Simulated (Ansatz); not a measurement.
LiF (Griceite) in Ansatz: the effect of functional

Crystal: LiF (Griceite).

```
F Li
1.0
     0.00000    2.04050    2.04050
     2.04050    0.00000    2.04050
     2.04050    2.04050    0.00000
F Li
1 1
Direct
  0.50000 0.50000 0.50000
  0.00000 0.00000 0.00000
```

The cell isn't the ideal one: volume scaled by 1.04.

Alike in all runs:

| Item | Value |
| --- | --- |
| Program | Ansatz 0.2.0 |
| Task | single point |
| Potentials or basis | Ansatz PAW |
| k mesh | 11 × 11 × 11 |
| Occupations | fermi-dirac, width 0.05 eV |
| Spin | no spin polarisation |

```tsv
functional	cutoff	gap on the mesh (eV)	pressure (GPa)
LDA	420 eV (not typed: the program's choice for these potentials)	8.50	-8.5
PBEsol	420 eV (not typed: the program's choice for these potentials)	8.58	-3.5
r2SCAN	500 eV (not typed: the program's choice for these potentials)	?	?
```

Task: What does the run with functional r2SCAN give?

Result: gap on the mesh 9.70 eV; pressure -4.5 GPa.

Caveats: odd divisions of the mesh miss points on the zone boundary, where band edges often lie, so the gap on the mesh can be too wide; the PAW data sets come from PBE, with cores solved anew for the run's functional, which leaves a small shift of forces and pressure.

A k mesh can miss the band edges.
